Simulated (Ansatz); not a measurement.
# Phonons of ZrInSi in the AlB2 type

The plan: relax ZrInSi in the AlB2 type, check its phonons, and, if the lattice is stable, compute its Eliashberg function and ρ(T).

Program: Ansatz 0.2.0. Level of theory: DFT PBEsol, scalar-relativistic, plane waves, PAW. Results are calculated unless marked as measured.

The structure was built from a prototype and need not be the compound's stable phase.

### 1. Starting point

Symmetry: P-6m2, No. 187, hexagonal system. Conventional cell: a = 4.241 Å, b = 4.241 Å, c = 4.453 Å, α = 90.00°, β = 90.00°, γ = 120.00°. Zr has 6 In at 3.31 Å and 6 Si at 3.31 Å nearest. Nearest to Si lie 3 In at 2.45 Å and 6 Zr at 3.31 Å. In has 3 Si at 2.45 Å and 6 Zr at 3.31 Å nearest. Farther neighbours are not listed.

### 2. Relaxing cell and atoms

The structure is brought to rest under this functional.

The input, input.yaml:

```yaml
crystal:
  lattice:
    - [4.24064, 0.0, 0.0]
    - [-2.12032, 3.6725, 0.0]
    - [0.0, 0.0, 4.45267]
  atoms:
    - { symbol: Zr, position: [0.0, 0.0, 0.0] }
    - { symbol: Si, position: [0.33333333, 0.66666667, 0.5] }
    - { symbol: In, position: [0.66666667, 0.33333333, 0.5] }
kpoints:
  mp_grid: { grid: [9, 9, 8] }
hamiltonian:
  xc: pbesol
scf:
  occupations: { method: gaussian, width: 0.1 }
output:
  forces: true
  stress: true
  eigenvalues: true
relax:
  adjacent_minimum: "off"
  f_tol: 0.005
  max_steps: 80
  cell: { stress_tol: 0.05 }
```

Command:

```
ansatz run input.yaml --threads 4 --pin off --max-ram 10240MiB --backend cpu --events-out ev --progress --plain --runs-dir out
```

Numbers of over 12 decimals in the logs are rounded to 6 here.

Log:

```text
Engine: ansatz 0.2.0, x86_64-unknown-linux-gnu
Pseudopotentials: kind: paw
Pseudopotential: Zr, paw, valence charge 12, recommended cutoff 420 eV (normal), Zr.paw.azcp
Pseudopotential: Si, paw, valence charge 4, recommended cutoff 420 eV (normal), Si.paw.azcp
Pseudopotential: In, paw, valence charge 13, recommended cutoff 420 eV (normal), In.paw.azcp
Functional definition: PBEsol
  exchange = pbesol_x
  correlation = pbesol_c
Crystal: 3 atoms, lattice volume = 69.345 Å³
Basis set: ecut = 420 eV, 1353 PW (Γ), exchange–correlation on 60×60×60 points (8 copies of the dense FFT grid, shifted against one another)
Bands: 19, of which v1, the nominal top of the filled ones, is band 15 counted from 1 (14 counted from 0)
Symmetry: 12 space group operations
Space group: P-6m2 (ITA 187), of the structure as read, at distance tolerance 4.1e-5 Å
k-points: 60 of 648 (time reversal used)
Non-local potential: Zr, projectors of the file, l = 0: 3, l = 1: 2, l = 2: 2, l = 3: 2
Non-local potential: Si, projectors of the file, l = 0: 2, l = 1: 2, l = 2: 2
Non-local potential: In, projectors of the file, l = 0: 2, l = 1: 2, l = 2: 2, l = 3: 2
PAW form: soft (Blöchl's): semilocal exchange-correlation on the pseudo side does not see the compensation charge
PAW frozen core: Zr, regenerated for the run's functional, and the local potential with it (the file was generated under x = pbe(κ = 0.804, μ = 0.219515), c = pbe(β = 0.066725))
PAW frozen core: Si, regenerated for the run's functional, and the local potential with it (the file was generated under x = pbe(κ = 0.804, μ = 0.219515), c = pbe(β = 0.066725))
PAW frozen core: In, regenerated for the run's functional, and the local potential with it (the file was generated under x = pbe(κ = 0.804, μ = 0.219515), c = pbe(β = 0.066725))
PAW one-centre angular grid: Zr, 590 points (default); XC on 64 Gauss nodes
PAW one-centre angular grid: Si, 110 points (default); XC on 64 Gauss nodes
PAW one-centre angular grid: In, 590 points (default); XC on 64 Gauss nodes
Initial density: superposition of atomic densities (neutral atoms: chi_scale 0, normalization atom), corrected by the library's trained network
Initial wavefunctions: pseudopotential atomic-orbital guess
Functional: x = pbesol(κ = 0.804, μ = 0.123457), c = pbesol(β = 0.046)
SCF iter   1: F=—  HF=-10274.581180 eV  |F-HF|=—  |Δ(HF+E_count)|=         —  Δρ=4.60e-3  dr2=2.81e-2  ethr=1.77e-3  ⟨swp⟩=5.5  Hψ=5922  notcnv=0
preconditioner: auto → Kerker (q_TF=auto, 2.359 Å⁻¹)  [metal: Δε(μ)=0.051 eV  Ē_g=10.679 eV  σ=0.100 eV  W_gap=0.28  n_scr=20 (ndim 8)  ℏωp=20.4 eV  f_vac=0.000  D(μ)=3.29/eV (n_scr^D=22)]
SCF iter   2: F=—  HF=-10274.575792 eV  |F-HF|=—  |Δ(HF+E_count)|=   5.39e-3  Δρ=1.94e-3  dr2=3.83e-3  ethr=9.68e-5  ⟨swp⟩=1.0  Hψ=1620  notcnv=0
SCF iter   3: F=—  HF=-10274.574981 eV  |F-HF|=—  |Δ(HF+E_count)|=   8.12e-4  Δρ=6.41e-4  dr2=3.88e-4  ethr=1.32e-5  ⟨swp⟩=2.0  Hψ=1328  notcnv=0
SCF iter   4: F=—  HF=-10274.574897 eV  |F-HF|=—  |Δ(HF+E_count)|=   8.37e-5  Δρ=1.05e-4  dr2=9.15e-6  ethr=1.34e-6  ⟨swp⟩=2.0  Hψ=1466  notcnv=0
SCF iter   5: F=—  HF=-10274.574917 eV  |F-HF|=—  |Δ(HF+E_count)|=   1.97e-5  Δρ=3.12e-5  dr2=7.13e-7  ethr=3.16e-8  ⟨swp⟩=2.0  Hψ=1877  notcnv=0
SCF iter   6: F=-10274.574916 eV  HF=-10274.574916 eV  |F-HF|=5.54e-8  |Δ(HF+E_count)|=   1.85e-7  Δρ=9.20e-6  dr2=8.94e-8  ethr=3.45e-10  ⟨swp⟩=7.0  Hψ=5510  notcnv=0
SCF 1 converged in 6 iterations: F = -10274.574916 eV  dr2 = 8.94e-8
  greatest PAW one-centre occupation: 0.996 electrons in one spin orbital (limit 2), on the Zr atom at site 0 (counted from 0), in its partial waves of l = 0
relax step   1: F+E_penalty+E_count = -10274.57491629 eV  Δ(F+E_penalty+E_count) = +0.000e0 eV  max|allowed force component| = 2.344e-16 eV/Å  Δτ_max = 0.0000 Å  P = -7.260 GPa  Ω = 69.345 Å³  (6 SCF iters, dr2 threshold 1.00e-7 eV, accepted)
Crystal: 3 atoms, lattice volume = 65.788 Å³
Basis set: ecut = 420 eV, 1233 PW (Γ), exchange–correlation on 60×60×60 points (8 copies of the dense FFT grid, shifted against one another)
Initial density: handed on by an earlier stage of this run
Initial wavefunctions: those handed on with the density
iter 1 solved again at ethr=6.42e-5 eV; its pass at ethr=3.10e-3 eV (dr2=1.86e-2 eV) is discarded
SCF iter   1: F=—  HF=-10274.949802 eV  |F-HF|=—  |Δ(HF+E_count)|=         —  Δρ=3.61e-3  dr2=1.91e-2  ethr=6.42e-5  ⟨swp⟩=1.1  Hψ=6757  notcnv=0
preconditioner: auto → Kerker (q_TF=auto, 2.380 Å⁻¹)  [metal: Δε(μ)=0.035 eV  Ē_g=10.843 eV  σ=0.100 eV  W_gap=0.19  n_scr=20 (ndim 8)  ℏωp=21.0 eV  f_vac=0.000  D(μ)=3.16/eV (n_scr^D=20)]
SCF iter   2: F=—  HF=-10274.946126 eV  |F-HF|=—  |Δ(HF+E_count)|=   3.68e-3  Δρ=1.92e-3  dr2=4.43e-3  ethr=6.42e-5  ⟨swp⟩=1.9  Hψ=1224  notcnv=0
SCF iter   3: F=—  HF=-10274.944760 eV  |F-HF|=—  |Δ(HF+E_count)|=   1.37e-3  Δρ=5.65e-4  dr2=4.35e-4  ethr=1.53e-5  ⟨swp⟩=2.2  Hψ=1378  notcnv=0
SCF iter   4: F=—  HF=-10274.944611 eV  |F-HF|=—  |Δ(HF+E_count)|=   1.49e-4  Δρ=1.12e-4  dr2=1.09e-5  ethr=1.50e-6  ⟨swp⟩=2.0  Hψ=1502  notcnv=0
SCF iter   5: F=—  HF=-10274.944605 eV  |F-HF|=—  |Δ(HF+E_count)|=   6.07e-6  Δρ=3.16e-5  dr2=8.32e-7  ethr=3.76e-8  ⟨swp⟩=2.1  Hψ=1723  notcnv=0
SCF iter   6: F=-10274.944605 eV  HF=-10274.944605 eV  |F-HF|=3.31e-8  |Δ(HF+E_count)|=   2.03e-7  Δρ=8.99e-6  dr2=7.67e-8  ethr=1.03e-9  ⟨swp⟩=5.9  Hψ=5089  notcnv=0
SCF 2 converged in 6 iterations: F = -10274.944605 eV  dr2 = 7.67e-8
relax step   2: F+E_penalty+E_count = -10274.94460505 eV  Δ(F+E_penalty+E_count) = -3.697e-1 eV  max|allowed force component| = 1.451e-16 eV/Å  Δτ_max = 0.0000 Å  P = -5.400 GPa  Ω = 65.788 Å³  energy of the carried Pulay correction = +6.216e-4 eV  (6 SCF iters, dr2 threshold 3.00e-7 eV, accepted)
Crystal: 3 atoms, lattice volume = 62.702 Å³
Basis set: ecut = 420 eV, 1207 PW (Γ), exchange–correlation on 60×60×60 points (8 copies of the dense FFT grid, shifted against one another)
iter 1 solved again at ethr=7.26e-5 eV; its pass at ethr=3.10e-3 eV (dr2=2.11e-2 eV) is discarded
SCF iter   1: F=—  HF=-10275.255203 eV  |F-HF|=—  |Δ(HF+E_count)|=         —  Δρ=3.85e-3  dr2=2.15e-2  ethr=7.26e-5  ⟨swp⟩=1.0  Hψ=6782  notcnv=0
preconditioner: auto → Kerker (q_TF=auto, 2.399 Å⁻¹)  [metal: Δε(μ)=0.007 eV  Ē_g=11.041 eV  σ=0.100 eV  W_gap=0.04  n_scr=20 (ndim 8)  ℏωp=21.5 eV  f_vac=0.000  D(μ)=3.39/eV (n_scr^D=28)]
SCF iter   2: F=—  HF=-10275.251009 eV  |F-HF|=—  |Δ(HF+E_count)|=   4.19e-3  Δρ=2.06e-3  dr2=5.32e-3  ethr=7.26e-5  ⟨swp⟩=1.9  Hψ=1227  notcnv=0
SCF iter   3: F=—  HF=-10275.249327 eV  |F-HF|=—  |Δ(HF+E_count)|=   1.68e-3  Δρ=5.96e-4  dr2=4.97e-4  ethr=1.83e-5  ⟨swp⟩=2.2  Hψ=1369  notcnv=0
SCF iter   4: F=—  HF=-10275.249153 eV  |F-HF|=—  |Δ(HF+E_count)|=   1.74e-4  Δρ=1.22e-4  dr2=1.10e-5  ethr=1.71e-6  ⟨swp⟩=2.1  Hψ=1576  notcnv=0
SCF iter   5: F=—  HF=-10275.249153 eV  |F-HF|=—  |Δ(HF+E_count)|=   1.25e-7  Δρ=3.71e-5  dr2=1.02e-6  ethr=3.78e-8  ⟨swp⟩=2.1  Hψ=1767  notcnv=0
SCF iter   6: F=-10275.249153 eV  HF=-10275.249153 eV  |F-HF|=2.35e-8  |Δ(HF+E_count)|=   2.45e-7  Δρ=9.11e-6  dr2=6.65e-8  ethr=1.03e-9  ⟨swp⟩=6.5  Hψ=5193  notcnv=0
SCF 3 converged in 6 iterations: F = -10275.249153 eV  dr2 = 6.65e-8
relax step   3: F+E_penalty+E_count = -10275.24915286 eV  Δ(F+E_penalty+E_count) = -3.045e-1 eV  max|allowed force component| = 1.126e-16 eV/Å  Δτ_max = 0.0000 Å  P = -3.339 GPa  Ω = 62.702 Å³  energy of the carried Pulay correction = +1.186e-3 eV  (6 SCF iters, dr2 threshold 3.00e-7 eV, accepted)
[...]
relax step   4: F+E_penalty+E_count = -10275.47371170 eV  Δ(F+E_penalty+E_count) = -2.246e-1 eV  max|allowed force component| = 8.635e-17 eV/Å  Δτ_max = 0.0000 Å  P = -2.205 GPa  Ω = 60.724 Å³  energy of the carried Pulay correction = +1.552e-3 eV  (6 SCF iters, dr2 threshold 3.00e-7 eV, accepted)
[...]
relax step   5: F+E_penalty+E_count = -10275.59160848 eV  Δ(F+E_penalty+E_count) = -1.179e-1 eV  max|allowed force component| = 5.474e-17 eV/Å  Δτ_max = 0.0000 Å  P = +0.345 GPa  Ω = 58.200 Å³  energy of the carried Pulay correction = +2.045e-3 eV  (6 SCF iters, dr2 threshold 3.00e-7 eV, accepted)
[...]
relax step   6: F+E_penalty+E_count = -10275.61389657 eV  Δ(F+E_penalty+E_count) = -2.229e-2 eV  max|allowed force component| = 2.814e-17 eV/Å  Δτ_max = 0.0000 Å  P = -0.453 GPa  Ω = 58.075 Å³  energy of the carried Pulay correction = +2.053e-3 eV  (6 SCF iters, dr2 threshold 3.00e-7 eV, accepted)
[...]
relax step   7: F+E_penalty+E_count = -10275.61441477 eV  Δ(F+E_penalty+E_count) = -5.182e-4 eV  max|allowed force component| = 4.626e-17 eV/Å  Δτ_max = 0.0000 Å  P = +0.258 GPa  Ω = 57.602 Å³  energy of the carried Pulay correction = +2.150e-3 eV  (6 SCF iters, dr2 threshold 3.00e-7 eV, accepted)
[...]
relax step   8: F+E_penalty+E_count = -10275.61452142 eV  Δ(F+E_penalty+E_count) = -1.066e-4 eV  max|allowed force component| = 4.877e-17 eV/Å  Δτ_max = 0.0000 Å  P = +0.001 GPa  Ω = 57.762 Å³  energy of the carried Pulay correction = +2.117e-3 eV  (6 SCF iters, dr2 threshold 2.13e-7 eV, accepted)
Basis set: ecut = 420 eV, 1133 PW (Γ), exchange–correlation on 60×60×48 points (8 copies of the dense FFT grid, shifted against one another)
Initial wavefunctions: pseudopotential atomic-orbital guess (no wavefunctions were taken with the density)
iter 1 solved again at ethr=1.06e-8 eV; its pass at ethr=3.10e-3 eV (dr2=3.06e-6 eV) is discarded
SCF iter   1: F=—  HF=-10275.614184 eV  |F-HF|=—  |Δ(HF+E_count)|=         —  Δρ=1.05e-4  dr2=7.82e-7  ethr=1.06e-8  ⟨swp⟩=3.4  Hψ=9479  notcnv=0
preconditioner: auto → none  [metal: Δε(μ)=0.029 eV  Ē_g=11.351 eV  σ=0.100 eV  W_gap=0.16  n_scr=8 (ndim 8)  ℏωp=22.4 eV  f_vac=0.000  D(μ)=2.71/eV (n_scr^D=26)]
SCF iter   2: F=—  HF=-10275.614185 eV  |F-HF|=—  |Δ(HF+E_count)|=   6.61e-7  Δρ=5.11e-5  dr2=1.80e-7  ethr=2.70e-9  ⟨swp⟩=2.0  Hψ=1440  notcnv=0
SCF iter   3: F=—  HF=-10275.614185 eV  |F-HF|=—  |Δ(HF+E_count)|=   4.78e-7  Δρ=8.25e-6  dr2=1.58e-8  ethr=6.20e-10  ⟨swp⟩=2.0  Hψ=1639  notcnv=0
SCF iter   4: F=—  HF=-10275.614185 eV  |F-HF|=—  |Δ(HF+E_count)|=   4.89e-9  Δρ=1.27e-6  dr2=2.49e-10  ethr=5.45e-11  ⟨swp⟩=2.0  Hψ=1778  notcnv=0
iter 5 did not close the SCF: its close was put off for the readings that it lacked (scf_convergence_deferred on its scf_iter line)
SCF iter   5: F=-10275.614185 eV  HF=-10275.614185 eV  |F-HF|=1.09e-11  |Δ(HF+E_count)|=  3.06e-10  Δρ=2.89e-7  dr2=1.57e-11  ethr=1.00e-12  ⟨swp⟩=2.7  Hψ=1824  notcnv=0
SCF iter   6: F=-10275.614185 eV  HF=-10275.614185 eV  |F-HF|=3.64e-12  |Δ(HF+E_count)|=  1.46e-11  Δρ=3.47e-8  dr2=5.15e-13  ethr=1.00e-12  ⟨swp⟩=4.0  Hψ=4637  notcnv=0
SCF 9 converged in 6 iterations: F = -10275.614185 eV  dr2 = 5.15e-13
relax step   9: F+E_penalty+E_count = -10275.61418547 eV  Δ(F+E_penalty+E_count) = +3.360e-4 eV  max|allowed force component| = 4.260e-17 eV/Å  Δτ_max = 0.0000 Å  P = -0.003 GPa  Ω = 57.762 Å³  stress off target by 1.67e-2 GPa  SCF on the basis re-selected at this cell (its energy is not comparable with the rows above)  (6 SCF iters)
basis re-selected at this cell: Δ(F+E_penalty+E_count) = +3.360e-4 eV, ΔP = -0.005 GPa vs the last step (what re-selecting the basis moved, of the pressure what is left beyond the Pulay correction that the steps carried, after the strain that the cell walked since its last selection, with what the two solves' SCF thresholds leave and, on support functions, any second-order correction that the steps lacked; it is no measure of the basis error at this ecutwfc). The dense FFT grid was sized anew with the basis: this SCF ran on 30×30×24 points, the steps before it on 30×30×30, so part of this shift can come from that change (see relax.cell in the input reference). [rest of the remark cut]
SCF converged after 6 iterations
Free energy (F): -10275.614185 eV
Harris-Foulkes:  -10275.614185 eV  (|F-HF|=3.64e-12)
Internal energy: -10275.600644 eV  (E = F + TS)
E sigma→0 (E₀):  -10275.607415 eV
Entropy (-TS):   -0.013541 eV (-4.514 meV/atom)
Fermi energy:    13.665499 eV
--- Per-component energies (eV) ---
  E_band       = -70.044804
  E_kinetic    = 620.292725
  E_local      = -1745.045957  (includes V_loc(G=0)·N_el)
  E_nonlocal   = 475.340340
  E_hartree    = 653.125550
  E_xc         = -430.843890
  E_vxc        = -340.118995  (∫ρ·V_xc dr)
  E_paw        = -7482.936607  (= ΣΔE_a)
  E_vpaw       = -386.764089  (= ΣTr[D̂ρ^β])
  E_aug_tail   = 0.000056  (compensation charges beyond the density's cutoff)
  E_ewald      = -2365.966045
  E_core_change = 0.433184  (= ΣΔE_core)
  E_smearing   = -0.013541  (= −TS)
  E_closure    = 0.000000  (closes the sum)
  Σ components = -10275.614185   (vs F -10275.614185, Δ=0.00e0)
--- Forces (eV/Å), atoms counted from 1 ---
  atom   1  Zr    -0.00000000    -0.00000000    -0.00000000
  atom   2  Si     0.00000000     0.00000000    -0.00000000
  atom   3  In     0.00000000     0.00000000     0.00000000
  max |Σ_I F_I| component: 1.68e-17 eV/Å
--- Stress (GPa, compression-positive) ---
        0.003154      -0.000000       0.000000
        0.000000       0.003154      -0.000000
        0.000000      -0.000000      -0.016742
  P = ⅓ Tr σ = -0.0035 GPa (-0.035 kbar)
--- Band table (eV; the first three rows and the last of 60) ---
  k-point 0: bands = [... 11 lower, 10.0120, 11.5845, 12.1922, 14.1821, 14.8528, 14.8528, 15.0660, 15.0660]
  k-point 1: bands = [... 11 lower, 10.2037, 11.5020, 12.0172, 13.6441, 13.6441, 13.8397, 16.4724, 16.4724]
  k-point 2: bands = [... 11 lower, 10.7640, 10.7640, 12.5560, 12.6412, 12.6412, 14.4660, 15.8164, 15.8164]
  k-point 59: bands = [... 11 lower, 9.7346, 9.9244, 10.5516, 14.0367, 14.8429, 15.4427, 15.6506, 15.9209]
--- Relaxed structure (8 steps of the walk, 8 accepted, 1 SCFs on fresh bases) ---
  F+E_penalty+E_count = -10275.61418547 eV   max|allowed force component| = 4.260e-17 eV/Å   (the final SCF, on the basis selected at the relaxed cell)
  cell:  # Å, volume = 57.7622 Å³
    - [4.401994, 1.791397729541356e-17, 0]
    - [-2.200997, 3.812238, 0]
    - [0, 0, 3.442024]
  atoms:
    - { symbol: Zr, position: [0, 0, 0.0] }
    - { symbol: Si, position: [0.333333, 0.666667, 0.500000] }
    - { symbol: In, position: [0.666667, 0.333333, 0.500000] }
```

Elapsed: 20 s, on 4 threads of Intel Xeon 6975P-C (Granite Rapids), shared host; peak memory 0.55 GiB; 76 s of CPU time.

The steps of the relaxation:

```csv
step,energy less that of the first step (eV),largest force component (eV/Å),pressure (GPa),volume (Å³)
1,0.0000,0.0000,-7.26,69.34
2,-0.3697,0.0000,-5.40,65.79
3,-0.6742,0.0000,-3.34,62.70
4,-0.8988,0.0000,-2.21,60.72
5,-1.0167,0.0000,0.35,58.20
6,-1.0390,0.0000,-0.45,58.08
7,-1.0395,0.0000,0.26,57.60
8,-1.0396,0.0000,0.00,57.76
9*,-1.0393,0.0000,0.00,57.76
```

Relaxation steps marked * repeat the geometry before them on a plane-wave basis chosen anew for their cell, so energy and pressure can jump there.

The run keeps the 12 symmetry operations that it works with, so distortions that break them were not tested.

```csv
cell as run,before,after,change
a (Å),4.241,4.402,+3.8 %
b (Å),4.241,4.402,+3.8 %
c (Å),4.453,3.442,-22.7 %
volume (Å³/atom),23.11,19.25,-16.7 %
```

Final coordinates:

```cif
data_structure
_symmetry_space_group_name_H-M 'P 1'
_symmetry_Int_Tables_number 1
_cell_length_a 4.4020
_cell_length_b 4.4020
_cell_length_c 3.4420
_cell_angle_alpha 90.000
_cell_angle_beta 90.000
_cell_angle_gamma 120.000
_cell_volume 57.76
loop_
_atom_site_label
_atom_site_type_symbol
_atom_site_fract_x
_atom_site_fract_y
_atom_site_fract_z
_atom_site_occupancy
Zr1 Zr 0.00000 0.00000 0.00000 1
Si2 Si 0.33333 0.66667 0.50000 1
In3 In 0.66667 0.33333 0.50000 1
```

Numbers from this step:

* pressure: -0.003478 GPa
* volume per atom: 19.25 Å³/atom
* metallic on mesh: yes
* gap on the k-mesh: 0 eV

The largest force is now zero by symmetry and the largest stress component 0.017 GPa.

### 3. Relaxation

The relaxation is repeated from the new cell as a check.

input.yaml, the sections that differ from step 2:

```yaml
crystal:
  lattice:
    - [4.4019936265, 0.0, 0.0]
    - [-2.2009968133, 3.8122383079, 0.0]
    - [0.0, 0.0, 3.442024104]
  atoms:
    - { symbol: Zr, position: [0.0, 0.0, 0.0] }
    - { symbol: Si, position: [0.3333333333, 0.6666666667, 0.5] }
    - { symbol: In, position: [0.6666666667, 0.3333333333, 0.5] }
# kpoints, hamiltonian, scf, output, relax: as in step 2
```

Log:

```text
[the first part of the log is left out]
  E_paw        = -7482.936609  (= ΣΔE_a)
  E_vpaw       = -386.764090  (= ΣTr[D̂ρ^β])
  E_aug_tail   = 0.000056  (compensation charges beyond the density's cutoff)
  E_ewald      = -2365.966045
  E_core_change = 0.433184  (= ΣΔE_core)
  E_smearing   = -0.013541  (= −TS)
  E_closure    = 0.000000  (closes the sum)
  Σ components = -10275.614185   (vs F -10275.614185, Δ=0.00e0)
[...]
--- Stress (GPa, compression-positive) ---
        0.003156       0.000000       0.000000
        0.000000       0.003156       0.000000
        0.000000       0.000000      -0.016744
  P = ⅓ Tr σ = -0.0035 GPa (-0.035 kbar)
--- Band table (eV; the first three rows and the last of 60) ---
[...]
--- Relaxed structure (1 steps of the walk, 1 accepted, 1 SCFs on fresh bases) ---
[...]
cell:  # Å, volume = 57.7622 Å³
    - [4.401994, 2.8867488914962173e-11, 0.0]
    - [-2.200997, 3.812238, 0.0]
    - [0.0, 0.0, 3.442024104]
  atoms:
    - { symbol: Zr, position: [0.0, 0.0, 0.0] }
    - { symbol: Si, position: [0.333333, 0.666667, 0.500000] }
    - { symbol: In, position: [0.666667, 0.333333, 0.500000] }
```

It took 2.4 s on 4 threads; peak memory 0.52 GiB; 8.4 s of CPU time.

Little changed from the start: no atom moved by 0.005 Å and no cell edge by 0.1 %.

This step gave:

```yaml
pressure: -0.003477 GPa
```

The largest force is now zero by symmetry and the largest stress component 0.017 GPa.

### 4. Relaxing tightly for phonons

No force is left; the cell is relaxed once more with another smearing and tight thresholds.

input.yaml, the sections that differ from step 3:

```yaml
scf:
  occupations: { method: methfessel_paxton, width: 0.2 }
relax:
  adjacent_minimum: "off"
  f_tol: 0.001
  max_steps: 60
  cell: { stress_tol: 0.01 }
# crystal, kpoints, hamiltonian, output: as in step 3
```

Log:

```text
[the first part of the log is left out]
  E_paw        = -7482.937616  (= ΣΔE_a)
  E_vpaw       = -386.765204  (= ΣTr[D̂ρ^β])
  E_aug_tail   = 0.000056  (compensation charges beyond the density's cutoff)
  E_ewald      = -2366.162787
  E_core_change = 0.433184  (= ΣΔE_core)
  E_smearing   = -0.003018  (= −TS)
  E_closure    = 0.000000  (closes the sum)
  Σ components = -10275.608378   (vs F -10275.608378, Δ=0.00e0)
[...]
--- Stress (GPa, compression-positive) ---
       -0.000944       0.000000       0.000000
        0.000000      -0.000944       0.000000
        0.000000       0.000000       0.000554
  P = ⅓ Tr σ = -0.0004 GPa (-0.004 kbar)
--- Band table (eV; the first three rows and the last of 60) ---
[...]
--- Relaxed structure (3 steps of the walk, 3 accepted, 1 SCFs on fresh bases) ---
[...]
cell:  # Å, volume = 57.7478 Å³
    - [4.401737, 2.8865807631056984e-11, 0.0]
    - [-2.200869, 3.812016, 0.0]
    - [0.0, 0.0, 3.441569]
  atoms:
    - { symbol: Zr, position: [0, 0, 0.0] }
    - { symbol: Si, position: [0.333333, 0.666667, 0.5] }
    - { symbol: In, position: [0.666667, 0.333333, 0.5] }
```

Run time: 6.9 s. Hardware: 4 threads; peak memory 0.52 GiB.

Little changed from the start: no atom moved by 0.005 Å and no cell edge by 0.1 %.

This step gave:

```
pressure : -4.45e-4 GPa
```

The largest force is now zero by symmetry and the largest stress component 9.4e-4 GPa, small enough for phonons.

(Part 1 of 2 ends here.)

[Logs are printed without paths, hosts, clocks, repeated set-up lines and the standing remarks that a program may print on its own settings, such as how far it seeks lower states.]

[Hosts, paths, dates, database ids (printed as entryN), source tags and the programs' standing remarks are cut or masked in the printed files.]
